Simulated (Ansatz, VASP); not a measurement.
SnTe: VASP beside Ansatz

File INCAR:

```
SYSTEM = SnTe
PREC = Accurate
ENCUT = 520
EDIFF = 1E-6
ISMEAR = 0
SIGMA = 0.05
LREAL = .FALSE.
LASPH = .TRUE.
NELM = 100
ALGO = Normal
ISIF = 2
LWAVE = .FALSE.
LCHARG = .FALSE.
GGA = PE
NBANDS = 17
```

The input KPOINTS:

```
Automatic mesh
0
G
  10 10 10
  0 0 0
```

The input POSCAR:

```
SnTe
1.0
    0.0000000000      3.1618234191      3.1618234191
    3.1618234191      0.0000000000      3.1618234191
    3.1618234191      3.1618234191      0.0000000000
Sn Te
1 1
Direct
    0.5000000000      0.5000000000      0.5000000000
    0.0000000000      0.0000000000      0.0000000000
```

Input for Ansatz:

```yaml
crystal:
  lattice:
    - [0.0, 3.1618234191, 3.1618234191]
    - [3.1618234191, 0.0, 3.1618234191]
    - [3.1618234191, 3.1618234191, 0.0]
  atoms:
    - { symbol: Sn, position: [0.5, 0.5, 0.5] }
    - { symbol: Te, position: [0.0, 0.0, 0.0] }
basis:
  ecutwfc: 420
  ecutrho_ratio: 4
kpoints:
  mp_grid: { grid: [10, 10, 10] }
hamiltonian:
  xc: pbe
scf:
  occupations: { method: gaussian, width: 0.05 }
output:
  forces: true
  stress: true
  eigenvalues: true
```

Alike in both runs: task single point; functional PBE; k mesh 10 × 10 × 10; occupations gaussian, width 0.05 eV; no spin polarisation.

|  | VASP | Ansatz |
| --- | --- | --- |
| version | VASP 6.6.1 | Ansatz 0.2.0 |
| potentials or method | VASP PAW PBE potentials, release 64 (Sn_d, Te) | scalar-relativistic, plane waves, PAW |
| plane-wave cutoff (eV) | 520 | 420 |
| valence electrons in the cell | 20 | 30 |

VASP gave:

- gap on the k mesh at the Fermi level (eV): 0.06
- least direct gap on the mesh (eV): 0.06
- pressure (GPa): 1.7

Q: What did Ansatz give for the same quantities?

A: gap on the k mesh at the Fermi level (eV): 0.06; least direct gap on the mesh (eV): 0.06; pressure (GPa): 1.8.

The two sets of potentials don't hold the same shells in valence.

Caveats: spin-orbit coupling is left out, which moves the levels of the heavy elements.
